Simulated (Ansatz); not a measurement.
# C: the cost of one run

Method: DFT PBEsol+D3(BJ), scalar-relativistic, plane waves, PAW, in Ansatz 0.2.0.

17 further runs of the same task are left out: 1 that didn't finish, 16 set aside as unsound or not needed.

**1. Starting point**

It takes space group Fmmm (No. 69, orthorhombic). The conventional cell has a = 2.459 Å, b = 4.256 Å, c = 6.649 Å, α = 90.00°, β = 90.00°, γ = 90.00°. C (site symmetry m2m) is surrounded by 3 C at 1.42 Å.

Coordinates:

```cif
data_structure
_symmetry_space_group_name_H-M 'Fmmm'
_symmetry_Int_Tables_number 69
_cell_length_a 2.4588
_cell_length_b 4.2560
_cell_length_c 6.6488
_cell_angle_alpha 90.000
_cell_angle_beta 90.000
_cell_angle_gamma 90.000
_cell_volume 69.58
loop_
_atom_site_label
_atom_site_type_symbol
_atom_site_symmetry_multiplicity
_atom_site_Wyckoff_symbol
_atom_site_fract_x
_atom_site_fract_y
_atom_site_fract_z
_atom_site_occupancy
C1 C 8 h 0.50000 0.66671 0.00000 1
```

This cell was relaxed beforehand with the same method: volume 8.70 Å³/atom, gap on the mesh 0.08 eV.

**2. What is varied**

Atoms count from 1 in the order of the input.

The energy is mapped over a free internal coordinate and the cell.

- shift of C1 along [0 1 0], its symmetry partners moved as symmetry demands (measured in the relaxed cell): 7 values from −0.15 to 0.15 Å
- volume per atom at fixed shape: 7 values from 8.001 to 9.393 Å³

Nothing else is relaxed (all other coordinates fixed). Energies count from the relaxed crystal. Points are written as (first, second).

**3. Grid point (−0.15 Å, 9.393 Å³)**

File input.yaml:

```yaml
crystal:
  lattice:
    - [0.0, 2.1832941913, 3.4107750586]
    - [1.2613597963, 0.0, 3.4107750586]
    - [1.2613597963, 2.1832941913, 0.0]
  atoms:
    - { symbol: C, position: [0.1314621586, 0.8685378414, 0.1314621586] }
    - { symbol: C, position: [0.8685378414, 0.1314621586, 0.8685378414] }
basis:
  ecutwfc: 520.0
kpoints:
  mp_grid: { grid: [16, 16, 16] }
hamiltonian:
  xc: pbesol
  pseudopotentials: { kind: paw, azcp: { folder: soft_1 } }
  dispersion: d3bj
scf:
  occupations: { method: gaussian, width: 0.03 }
output:
  forces: true
  stress: true
  eigenvalues: true
```

On the command line:

```sh
$ ansatz run input.yaml --threads 1 --pin off --max-ram 2048MiB --backend cpu --events-out ev --progress --plain --runs-dir out
```

**Question.** How long does this run take on 1 thread of Arm Neoverse N1, shared host, and how much memory does it need?

About 17 s, with a peak of 0.4 GiB.
